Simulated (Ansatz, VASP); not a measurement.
## Two plane-wave programs on CuO

INCAR

```
SYSTEM = CuO
  PREC = Accurate
  ENCUT = 520
  EDIFF = 1E-7
  ISMEAR = -1
  SIGMA = 0.05
  LREAL = .FALSE.
  LASPH = .TRUE.
  NELM = 100
  ALGO = Normal
  ISIF = 2
  LWAVE = .FALSE.
  LCHARG = .FALSE.
  GGA = PE
  NBANDS = 25
```

Contents of KPOINTS:

```
regular mesh
0
G
  10 10 5
  0 0 0
```

File POSCAR:

```
CuO
1.0
    2.3289133814     -1.7019001459      0.0000000000
    2.3289133814      1.7019001459      0.0000000000
   -0.8547742332      0.0000000000      5.0254824872
Cu O
2 2
Direct
    0.0032000000      0.4968000000      0.0000000000
    0.4968000000      0.0032000000      0.5000000000
    0.5714000000      0.4056000000      0.2537000000
    0.4056000000      0.5714000000      0.7537000000
```

The input input.yaml:

```yaml
crystal:
  lattice:
    - [2.3289133814, -1.7019001459, 0.0]
    - [2.3289133814, 1.7019001459, 0.0]
    - [-0.8547742332, 0.0, 5.0254824872]
  atoms:
    - { symbol: Cu, position: [0.0032, 0.4968, 0.0] }
    - { symbol: Cu, position: [0.4968, 0.0032, 0.5] }
    - { symbol: O, position: [0.5714, 0.4056, 0.2537] }
    - { symbol: O, position: [0.4056, 0.5714, 0.7537] }
hamiltonian:
  xc: pbe
  pseudopotentials: { kind: paw }
kpoints:
  mp_grid: { grid: [10, 10, 5] }
scf:
  occupations: { method: fermi_dirac, width: 0.05 }
output:
  forces: true
  stress: true
  eigenvalues: true
```

Change from the starting cell: volume scaled by 0.98.

Alike in both runs: task single point; functional PBE; k mesh 10 × 10 × 5; occupations fermi-dirac, width 0.05 eV; no spin polarisation.

```csv
,VASP,Ansatz
version,VASP 6.6.1,Ansatz 0.2.0
potentials or method,"VASP PAW PBE potentials, release 64 (Cu, O)",Ansatz PAW
plane-wave cutoff (eV),520,420
valence electrons in the cell,34,50
```

```csv
,VASP,Ansatz,Ansatz less VASP
gap on the k mesh at the Fermi level (eV),none,none,-
pressure (GPa),10.4,9.7,-0.72
largest component of the traceless stress (GPa),2.41,2.31,-0.100
rms of the force components (eV/Å),0.472,0.459,-0.0132
```

Atom by atom the forces differ by 0.025 eV/Å (rms over components). A gap of «none» marks a metal or a gap that the smearing closes. The two sets of potentials don't hold the same shells in valence.

Caveats: the run has no spin polarisation, though such a crystal can be magnetic; semilocal functionals often make such compounds metallic where correlation or magnetic order opens a gap, which also shifts bond lengths; the pressure holds a Pulay correction of +0.7 GPa for the finite cutoff (Ansatz).
